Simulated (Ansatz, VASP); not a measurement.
## ZnO in VASP and in Ansatz

```
CELL_PARAMETERS angstrom
3.22309 0.00000 0.00000
-1.61154 2.79127 0.00000
0.00000 0.00000 5.61083
ATOMIC_POSITIONS crystal
Zn 0.66667 0.33333 0.50819
Zn 0.33333 0.66667 0.00819
O 0.66667 0.33333 0.87212
O 0.33333 0.66667 0.37212
```

Change from the starting cell: uniaxial strain along c, a, b and atoms relaxed: +6.0 %.

Alike in both runs: functional PBE; k mesh 12 × 12 × 6; occupations gaussian, width 0.02 eV; no spin polarisation.

Ansatz relaxed the structure, and its values are those at the end. VASP's run is a single point on that final structure, the one shown.

|  | VASP | Ansatz |
| --- | --- | --- |
| version | VASP 6.6.1 | Ansatz 0.2.0 |
| potentials or method | VASP PAW PBE potentials, release 64 (Zn, O) | scalar-relativistic, plane waves, PAW |
| plane-wave cutoff (eV) | 520 | 420 |
| valence electrons in the cell | 36 | 36 |

|  | VASP | Ansatz | Ansatz less VASP |
| --- | --- | --- | --- |
| gap on the k mesh at the Fermi level (eV) | 0.54 | 0.56 | +0.017 |
| least direct gap on the mesh (eV) | 0.54 | 0.56 | +0.017 |
| pressure (GPa) | -2.4 | -3.2 | -0.81 |
| rms of the force components (eV/Å) | 0.012 | 0.000 | -0.0121 |

Ansatz warned: «symmetry_narrowed_by_cell_relaxation».
